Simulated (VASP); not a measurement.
# Pt (Fm-3m) in VASP: a series of runs

The runs below take Pt through relaxation of cell and atoms, with PBE, LDA.

All numbers are computed with VASP 6.6.1; they aren't measurements. Logs are shortened: lines on timing, memory, paths and dates and some standing lists are left out, and cuts for length are marked.

### 1 Starting point

The structure is cubic, space group Fm-3m (No. 225). Conventional cell: a = 3.967 Å, b = 3.967 Å, c = 3.967 Å, α = 90.00°, β = 90.00°, γ = 90.00°. Pt (site symmetry m-3m) is surrounded by 12 Pt at 2.81 Å.

### 2 Relaxation of cell and atoms, PBE

File INCAR:

```
SYSTEM = Pt
ALGO     = Normal         ! electronic algorithm
EDIFF    = 1E-7           ! SCF threshold, eV
EDIFFG   = -0.005         ! ionic threshold
ENCUT    = 600            ! plane-wave cutoff, eV
GGA      = PE             ! functional
IBRION   = 2              ! ionic algorithm
ISIF     = 3              ! what is computed and relaxed
ISMEAR   = 1              ! smearing method
KPAR     = 2            
LASPH    = .TRUE.         ! aspherical terms in the spheres
LCHARG   = .FALSE.        ! write CHGCAR
LREAL    = .FALSE.        ! projectors in reciprocal space
LWAVE    = .FALSE.        ! write WAVECAR
NELM     = 80             ! most SCF steps
NSW      = 90             ! ionic steps
PREC     = Accurate       ! precision mode
SIGMA    = 0.1            ! smearing width, eV
```

File KPOINTS:

```
k-points
0
G
  16 16 16
  0 0 0
```

File POSCAR:

```
Pt                                      
1.0
   -0.0000000000      1.9834876417      1.9834876417
    1.9834876417      0.0000000000      1.9834876417
    1.9834876417      1.9834876417      0.0000000000
  Pt            
     1
Direct
     0.0000000000000000    0.0000000000000000    0.0000000000000000
```

Potentials or basis: VASP PAW PBE potentials, release 64 (Pt).

Command:

```console
cat potpaw_PBE.64/Pt/POTCAR > POTCAR
mpirun -np 2 vasp_std > vasp.out
```

OUTCAR:

```text
SYSTEM = Pt
   EDIFF = 1E-7
   EDIFFG = -0.005
   ENCUT = 600
   GGA = PE
   IBRION = 2
   ISIF = 3
   ISMEAR = 1
   LASPH = .TRUE.
   LREAL = .FALSE.
   NELM = 80
   NSW = 90
   PREC = Accurate

 ion  position               nearest neighbor table
   1  0.000  0.000  0.000-

  LATTYP: Found a face centered cubic cell.
 ALAT       =     3.9669752834

  Lattice vectors:

 A1 = (   0.0000000000,   1.9834876417,   1.9834876417)
 A2 = (   1.9834876417,   0.0000000000,   1.9834876417)
 A3 = (   1.9834876417,   1.9834876417,   0.0000000000)

Analysis of symmetry for initial positions (statically):
=====================================================================
 Subroutine PRICEL returns:
 Original cell was already a primitive cell.

 Routine SETGRP: Setting up the symmetry group for a
 face centered cubic supercell.

 Subroutine GETGRP returns: Found 48 space group operations
 (whereof 48 operations were pure point group operations)
 out of a pool of 48 trial point group operations.

The static configuration has the point symmetry O_h .

Analysis of symmetry for dynamics (positions and initial velocities):
=====================================================================
 Subroutine PRICEL returns:
 Original cell was already a primitive cell.

 Routine SETGRP: Setting up the symmetry group for a
 face centered cubic supercell.

 Subroutine GETGRP returns: Found 48 space group operations
 (whereof 48 operations were pure point group operations)
 out of a pool of 48 trial point group operations.

The dynamic configuration has the point symmetry O_h .

 Subroutine INISYM returns: Found 48 space group operations
 (whereof 48 operations are pure point group operations),
 and found     1 'primitive' translations

----------------------------------------------------------------------------------------

                                     Primitive cell

  volume of cell :      15.6070

  direct lattice vectors                    reciprocal lattice vectors
     0.000000000  1.983487642  1.983487642    -0.252081228  0.252081228  0.252081228
     1.983487642  0.000000000  1.983487642     0.252081228 -0.252081228  0.252081228
     1.983487642  1.983487642  0.000000000     0.252081228  0.252081228 -0.252081228

  length of vectors
     2.805075124  2.805075124  2.805075124     0.436617494  0.436617494  0.436617494

  position of ions in fractional coordinates (direct lattice)
     0.000000000  0.000000000  0.000000000

  ion indices of the primitive-cell ions
   primitive index   ion index
                 1           1

----------------------------------------------------------------------------------------

 KPOINTS: k-points

Automatic generation of k-mesh.
 Grid dimensions read from file:
 generate k-points for:   16   16   16

 Generating k-lattice:

  Cartesian coordinates                     Fractional coordinates (reciprocal lattice)
    -0.015755077  0.015755077  0.015755077     0.062500000  0.000000000  0.000000000
     0.015755077 -0.015755077  0.015755077     0.000000000  0.062500000  0.000000000
     0.015755077  0.015755077 -0.015755077     0.000000000  0.000000000  0.062500000

  Length of vectors
     0.027288593  0.027288593  0.027288593

  Shift w.r.t. Gamma in fractional coordinates (k-lattice)
     0.000000000  0.000000000  0.000000000

 Subroutine IBZKPT returns following result:
 ===========================================

 Found    145 irreducible k-points:

 Following reciprocal coordinates:
            Coordinates               Weight
  0.000000  0.000000  0.000000      1.000000
  0.062500  0.000000  0.000000      8.000000
  0.125000  0.000000  0.000000      8.000000
  0.187500  0.000000  0.000000      8.000000
  0.250000  0.000000  0.000000      8.000000
  0.312500  0.000000  0.000000      8.000000
[... 16 lines left out ...]
 -0.125000  0.062500  0.000000     24.000000
 -0.062500  0.062500  0.000000     12.000000
 [... further k-points ...]
   k-points           NKPTS =    145   k-points in BZ     NKDIM =    145   number of bands    NBANDS=      9
   number of dos      NEDOS =    301   number of ions     NIONS =      1
   total plane-waves  NPLWV =  13824
   dimension x,y,z NGX =    24 NGY =   24 NGZ =   24
   dimension x,y,z NGXF=    48 NGYF=   48 NGZF=   48
   ions per type =               1
   NGX,Y,Z   is equivalent  to a cutoff of  14.22, 14.22, 14.22 a.u.
   NGXF,Y,Z  is equivalent  to a cutoff of  28.45, 28.45, 28.45 a.u.
 SYSTEM =  Pt
   PREC   = accura    normal or accurate (medium, high low for compatibility)
   ISTART =      0    job   : 0-new  1-cont  2-samecut
   ICHARG =      2    charge: 1-file 2-atom 10-const
   ISPIN  =      1    spin polarized calculation?
   LNONCOLLINEAR =      F non collinear calculations
   LSORBIT =      F    spin-orbit coupling
   LASPH  =      T    aspherical Exc in radial PAW
   ENCUT  =  600.0 eV  44.10 Ry    6.64 a.u.   5.60  5.60  5.60*2*pi/ulx,y,z
   NELM   =     80;   NELMIN=  2; NELMDL= -5     # of ELM steps
   EDIFF  = 0.1E-06   stopping-criterion for ELM
   LREAL  =      F    real-space projection
   EDIFFG = -.5E-02   stopping-criterion for IOM
   NSW    =     90    number of steps for IOM
   IBRION =      2    ionic relax: 0-MD 1-quasi-New 2-CG
   NFREE  =      1    steps in history (QN), initial steepest desc. (CG)
   ISIF   =      3    stress and relaxation
   ISYM   =      2    0-nonsym 1-usesym 2-fastsym
   POTIM  = 0.5000    time-step for ionic-motion
   TEBEG  =    0.0;   TEEND  =   0.0 temperature during run
   PSTRESS=    0.0 pullay stress
   NELECT =      10.0000    total number of electrons
   NUPDOWN=      -1.0000    fix difference up-down
   EMIN   =  10.00;   EMAX   =-10.00  energy-range for DOS
   EFERMI =   0.00;   METHOD = LEGACY
   ISMEAR =     1;   SIGMA  =   0.10  broadening in eV -4-tet -1-fermi 0-gaus
   EFERMI_NEDOS =   21; number of points for ismear=-14 and -15
   IALGO  =     38    algorithm
   IMIX   =      4    mixing-type and parameters
     AMIX     =   0.40;   BMIX     =  1.00
     AMIX_MAG =   1.60;   BMIX_MAG =  1.00
  volume/ion in A,a.u.               =      15.61       105.32
  Fermi-wavevector in a.u.,A,eV,Ry     =   1.411352  2.667068 27.101640  1.991914
  Thomas-Fermi vector in A             =   2.533212
   LORBIT       =      0    0 simple, 1 ext, 2 COOP (PROOUT), +10 PAW based schemes
   GGA     = PE    functional components
   LHFCALC =     F    Hartree Fock is set to
   AEXX    =    0.0000 exact exchange contribution
   IVDW    =     0    specifies the selected vdW correction
   LEPSILON=     F    determine dielectric tensor
   LRPA    =     F    only Hartree local field effects (RPA)
 conjugate gradient relaxation of ions
 non-spin polarized calculation
 Methfessel and Paxton  Order N= 1 SIGMA  =   0.10
  energy-cutoff  :      600.00
  volume of cell :       15.61
 maximum number of plane-waves:       544
   NGX = 11   NGY = 11   NGZ = 11

 number of electron      10.0000002 magnetization

 Free energy of the ion-electron system (eV)
  ---------------------------------------------------
  ext. energy  EPLUGINS =         0.00000000
  ---------------------------------------------------
  free energy    TOTEN  =        -6.09580080 eV

  energy without entropy =       -6.09480847  energy(sigma->0) =       -6.09547002

 E-fermi :  10.5868     XC(G=0): -13.2864

 val. band max:       10.5818712036   @ k =  -0.2500   0.1250   0.0000
 cond. band min:      10.6076779637   @ k =   0.5000   0.5000   0.0000
 fundamental gap:      0.0258067601
 Fermi energy:        10.5868076465

 k-point     1 :       0.0000    0.0000    0.0000
  band No.  band energies     occupation
      1       0.7817      2.00000
      2       7.0287      2.00000
      3       7.0287      2.00000
      4       7.0287      2.00000
      5       9.0648      2.00000
      6       9.0648      2.00000
      7      25.3474      0.00000
      8      30.1211      0.00000
      9      30.1211      0.00000

 k-point     2 :       0.0625    0.0000    0.0000
  band No.  band energies     occupation
      1       0.9337      2.00000
      2       6.9629      2.00000
      3       7.0882      2.00000
      4       7.0882      2.00000
      5       9.0323      2.00000
      6       9.0323      2.00000
      7      25.5777      0.00000
      8      29.3030      0.00000
      9      30.3491      0.00000

 k-point     3 :       0.1250    0.0000    0.0000
  band No.  band energies     occupation
      1       1.3729      2.00000
      2       6.8015      2.00000
      3       7.2370      2.00000
      4       7.2370      2.00000
      5       8.9719      2.00000
      6       8.9719      2.00000
      7      26.1787      0.00000
      8      27.6640      0.00000
      9      31.0042      0.00000

 k-point     4 :       0.1875    0.0000    0.0000
  band No.  band energies     occupation
      1       2.0362      2.00000
      2       6.6510      2.00000
      3       7.3765      2.00000
      4       7.3765      2.00000
      5       8.9972      2.00000
      6       8.9972      2.00000
      7      25.7678      0.00000
      8      26.8644      0.00000
      9      31.9841      0.00000
[... 205 lines left out ...]
 k-point    22 :      -0.1875    0.0625    0.0000
  band No.  band energies     occupation
      1       2.4118      2.00000
      2       6.5244      2.00000
      3       7.4282      2.00000
      4       7.4852      2.00000
      5       8.7322      2.00000
      6       9.3848      2.00000
      7      25.1880      0.00000
      8      27.1239      0.00000
      9      30.9677      0.00000

 k-point    23 :      -0.1250    0.0625    0.0000
  band No.  band energies     occupation
      1       1.7025      2.00000
      2       6.6536      2.00000
      3       7.3463      2.00000
      4       7.3665      2.00000
      5       8.7343      2.00000
      6       9.1667      2.00000
      7      26.5741      0.00000
      8      27.0643      0.00000
      9      30.4029      0.00000

 k-point    24 :      -0.0625    0.0625    0.0000
  band No.  band energies     occupation
      1       1.1824      2.00000
      2       6.8409      2.00000
      3       7.1710      2.00000
      4       7.2128      2.00000
      5       8.8852      2.00000
      6       9.0911      2.00000
      7      25.9389      0.00000
      8      28.5269      0.00000
      9      30.1495      0.00000

 [... further k-points ...]
[... 5 lines left out ...]
  --------------------------------------------------------------------------------------
  -------------------------------------------------------------------------------------
  Total       -0.0007599     -0.0007599     -0.0007599     -0.0000000      0.0000000      0.0000000
  in kB       -0.0780118     -0.0780118     -0.0780118     -0.0000000      0.0000000      0.0000000
  external PRESSURE =      -0.0780118 kB  Pullay stress =       0.0000000 kB

 VOLUME and BASIS-vectors are now :
 -----------------------------------------------------------------------------
  energy-cutoff  :      600.00
  volume of cell :       15.61
      direct lattice vectors                 reciprocal lattice vectors
     0.000000000  1.983487642  1.983487642    -0.252081228  0.252081228  0.252081228
     1.983487642  0.000000000  1.983487642     0.252081228 -0.252081228  0.252081228
     1.983487642  1.983487642  0.000000000     0.252081228  0.252081228 -0.252081228

 POSITION                                       TOTAL-FORCE (eV/Angst)
 -----------------------------------------------------------------------------------
      0.00000      0.00000      0.00000         0.000000      0.000000      0.000000
 -----------------------------------------------------------------------------------
    total drift:                                0.000000      0.000000     -0.000000

  FREE ENERGIE OF THE ION-ELECTRON SYSTEM (eV)
  ---------------------------------------------------
  free  energy   TOTEN  =        -6.0958007957 eV

  energy  without entropy=       -6.0948084743  energy(sigma->0) =       -6.09547002

 reached required accuracy - stopping structural energy minimisation
```

Wall time 6 s (2 MPI ranks of Intel Xeon Platinum 8375C at 2.90GHz (Ice Lake), shared host); peak memory 0.15 GiB.

What came out:

```yaml
Free_energy: -6.0958 eV
Pressure_after_relaxing: 0.0 GPa
Band_gap_on_the_k_mesh: none (metal or under the smearing width)
```

Final structure:
```
Pt
1.0
     0.00000    1.98349    1.98349
     1.98349    0.00000    1.98349
     1.98349    1.98349    0.00000
Pt
1
Direct
  0.00000 0.00000 0.00000
```

Caveat: the relaxation stopped at its first step, so nothing moved. The run has no spin-orbit coupling, so splittings on Pt are missing.

### 3 Relaxation of cell and atoms, LDA

This run uses another cell than the first one, of 15.08 Å³/atom, 0.966 times its volume.

File INCAR:

```
  PREC = Accurate
  ENCUT = 600
  EDIFF = 1E-6
  ISMEAR = 1
  SIGMA = 0.1
  LREAL = F
  LASPH = T
  NELM = 80
  ALGO = Normal
  ISIF = 3
  LWAVE = F
  LCHARG = F
  GGA = CA
  IBRION = 2
  NSW = 90
  EDIFFG = -0.01
  KPAR = 2
```

File KPOINTS:

```
Automatic mesh
0
Gamma
  16 16 16
```

File POSCAR:

```
Pt
1.0
    0.0000000000      1.9609000000      1.9609000000
    1.9609000000      0.0000000000      1.9609000000
    1.9609000000      1.9609000000      0.0000000000
Pt
1
Direct
    0.0000000000      0.0000000000      0.0000000000
```

Potentials or basis: VASP PAW LDA potentials, release 64 (Pt).

Command:

```console
cat potpaw_LDA.64/Pt/POTCAR > POTCAR
mpirun -np 2 vasp_std > vasp.out
```

Run time: 9.5 s. Hardware: 2 MPI ranks of Intel Xeon 6975P-C (Granite Rapids), shared host; peak memory 0.16 GiB.

The run converged. Its results:

| Property | Result |
| --- | --- |
| Free energy | -7.5037 eV |
| Relaxed volume | 14.79 Å³/atom |
| Relaxed cell | a = 2.755 Å, b = 2.755 Å, c = 2.755 Å, α = 60.00°, β = 60.00°, γ = 60.00° |
| Space group after relaxing (to 0.05 Å) | Fm-3m (No. 225) |
| Energy gained by relaxing | 5.1 meV/atom |
| Ionic steps | 4 |
| Pressure after relaxing | 0.0 GPa |
| Band gap on the k mesh | none (metal or under the smearing width) |

The path:
```
step  energy change (eV)  largest force (eV/Å)  pressure (GPa)  volume (Å³)
   1              0.0000                0.0000           -5.63        15.08
   2              0.0466                0.0000           21.04        13.95
   3             -0.0051                0.0000           -0.14        14.80
   4             -0.0051                0.0000           -0.01        14.79
```

Final structure:
```
Pt
1.0
     0.00000    1.94839    1.94839
     1.94839    0.00000    1.94839
     1.94839    1.94839    0.00000
Pt
1
Direct
  0.00000 0.00000 0.00000
```

Levels at points of the mesh, in eV from the Fermi level:
| k point | band 1 | band 2 | band 3 | band 4 | band 5 | band 6 | band 7 | band 8 | band 9 |
| --- | --- | --- | --- | --- | --- | --- | --- | --- | --- |
| (0.00, 0.00, 0.00) | -10.44 | -3.92 | -3.92 | -3.92 | -1.66 | -1.66 | 14.59 | 19.62 | 19.62 |
| (0.50, 0.00, 0.00) | -7.54 | -3.97 | -3.97 | -0.53 | 0.07 | 0.07 | 6.00 | 14.16 | 19.05 |
| (0.50, 0.50, 0.00) | -7.29 | -6.84 | 0.05 | 0.53 | 0.53 | 1.75 | 9.10 | 11.42 | 11.42 |

The run has no spin-orbit coupling, so splittings on Pt are missing. LDA usually gives volumes a few per cent too small.

### 4 Relaxation of cell and atoms, LDA

This run uses another cell than the first one, of 14.79 Å³/atom, 0.948 times its volume.

INCAR, as its differences from that of step 3:

```diff
@@ -2,3 +2,3 @@
   ENCUT = 600
-  EDIFF = 1E-6
+  EDIFF = 1E-7
   ISMEAR = 1
@@ -15,3 +15,3 @@
   NSW = 90
-  EDIFFG = -0.01
+  EDIFFG = -0.005
   KPAR = 2
```

KPOINTS is that of step 3.

File POSCAR:

```
Pt                                      
1.0
   -0.0000000000      1.9483942416      1.9483942416
    1.9483942416     -0.0000000000      1.9483942416
    1.9483942416      1.9483942416      0.0000000000
  Pt            
     1
Direct
     0.0000000000000000    1.0000000000000000    0.0000000000000000
```

Potentials or basis: VASP PAW LDA potentials, release 64 (Pt).

Command:

```console
cat potpaw_LDA.64/Pt/POTCAR > POTCAR
mpirun -np 2 vasp_std > vasp.out
```

OUTCAR:

```text
PREC = Accurate
   ENCUT = 600
   EDIFF = 1E-7
   ISMEAR = 1
   LREAL = F
   LASPH = T
   NELM = 80
   ISIF = 3
   GGA = CA
   IBRION = 2
   NSW = 90
   EDIFFG = -0.005

 ion  position               nearest neighbor table
   1  0.000  0.000  0.000-

  LATTYP: Found a face centered cubic cell.
 ALAT       =     3.8967884832

  Lattice vectors:

 A1 = (   0.0000000000,   1.9483942416,   1.9483942416)
 A2 = (   1.9483942416,   0.0000000000,   1.9483942416)
 A3 = (   1.9483942416,   1.9483942416,   0.0000000000)

[... 463 lines left out ...]
      2       7.3667      2.00000
      3       7.7288      2.00000
      4       7.7752      2.00000
      5       9.6355      2.00000
      6       9.8644      2.00000
      7      26.7410      0.00000
      8      29.5420      0.00000
      9      31.2127      0.00000

 [... further k-points ...]
[... 5 lines left out ...]
  --------------------------------------------------------------------------------------
  -------------------------------------------------------------------------------------
  Total       -0.0016272     -0.0016272     -0.0016272      0.0000000      0.0000000     -0.0000000
  in kB       -0.1762381     -0.1762381     -0.1762381      0.0000000      0.0000000     -0.0000000
  external PRESSURE =      -0.1762381 kB  Pullay stress =       0.0000000 kB

 VOLUME and BASIS-vectors are now :
 -----------------------------------------------------------------------------
  energy-cutoff  :      600.00
  volume of cell :       14.79
      direct lattice vectors                 reciprocal lattice vectors
     0.000000000  1.948394242  1.948394242    -0.256621576  0.256621576  0.256621576
     1.948394242  0.000000000  1.948394242     0.256621576 -0.256621576  0.256621576
     1.948394242  1.948394242  0.000000000     0.256621576  0.256621576 -0.256621576

 POSITION                                       TOTAL-FORCE (eV/Angst)
 -----------------------------------------------------------------------------------
      0.00000      0.00000      0.00000        -0.000000     -0.000000      0.000000
 -----------------------------------------------------------------------------------
    total drift:                                0.000000      0.000000      0.000000

  FREE ENERGIE OF THE ION-ELECTRON SYSTEM (eV)
  ---------------------------------------------------
  free  energy   TOTEN  =        -7.5036613248 eV

  energy  without entropy=       -7.5029583215  energy(sigma->0) =       -7.50342699

 reached required accuracy - stopping structural energy minimisation
```

Run time: 3.7 s. Hardware: 2 MPI ranks of Intel Xeon 6975P-C (Granite Rapids), shared host; peak memory 0.14 GiB.

What came out:

| Item | Value |
| --- | --- |
| Free energy | -7.5037 eV |
| Pressure after relaxing | 0.0 GPa |
| Band gap on the k mesh | none (metal or under the smearing width) |

Final structure:
```
Pt
1.0
     0.00000    1.94839    1.94839
     1.94839    0.00000    1.94839
     1.94839    1.94839    0.00000
Pt
1
Cartesian
  0.0000 0.0000 0.0000
```

Caveat: the relaxation stopped at its first step, so nothing moved. Spin-orbit coupling is left out, which matters for the levels of Pt.
